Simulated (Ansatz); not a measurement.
**C under changes of volume**

One of the cells (5.672 Å³/atom); the others are scaled copies at fixed shape and fractional positions:

```xyz
2
Lattice="0.0000 1.7834 1.7834 1.7834 0.0000 1.7834 1.7834 1.7834 0.0000" Properties=species:S:1:pos:R:3 pbc="T T T"
C     2.6751    2.6751    2.6751
C     1.7834    1.7834    1.7834
```

This isn't the form of C at room conditions, which is graphite.

```yaml
Program: Ansatz 0.2.0
Functional: PBE0
Potentials_or_basis: Ansatz PAW
Cutoff: "420 eV (not typed: the program's choice for these potentials)"
k_mesh: 7 × 7 × 7
Occupations: fermi-dirac, width 0.05 eV
Spin: no spin polarisation
```

```tsv
volume (Å³/atom)	energy over the lowest point (meV/atom)	pressure (GPa)	gap on the mesh (eV)
5.332	16.09	22.3	6.31
5.445	4.36	11.1	6.26
5.558	0.00	1.0	6.21
5.672	2.66	-8.3	6.16
5.785	11.60	-16.6	6.12
5.899	26.16	-24.3	6.07
6.012	?	?	?
```

Question: What does the run at 6.012 Å³/atom give?

Answer: Energy over the lowest point 45.96 meV/atom; pressure -31.3 GPa; gap on the mesh 6.03 eV.

Worked out: A Birch-Murnaghan fit of order 3 (a polynomial in V^(-2/3)) to the other rows has its minimum at 5.57 Å³/atom with B0 = V·E''(V) = 473 GPa and B' = 3.8. It gives 45.82 meV/atom at 6.012 Å³/atom, against the run's 45.96, and -dE/dV = -31.2 GPa, against -31.3. A straight line through the other rows of the gap, of slope -2.36 eV per unit of ln V, extrapolates to 6.03 eV, against the run's 6.03.

Energies are extrapolated to zero smearing.

Caveats: all runs use coarse meshes; odd divisions of the mesh miss points on the zone boundary, where band edges often lie, so the gap on the mesh can be too wide; the PAW data sets come from PBE, with cores solved anew for the run's functional, which leaves a small shift of forces and pressure; the thresholds are loose for stress.

A mesh can miss the band edges.
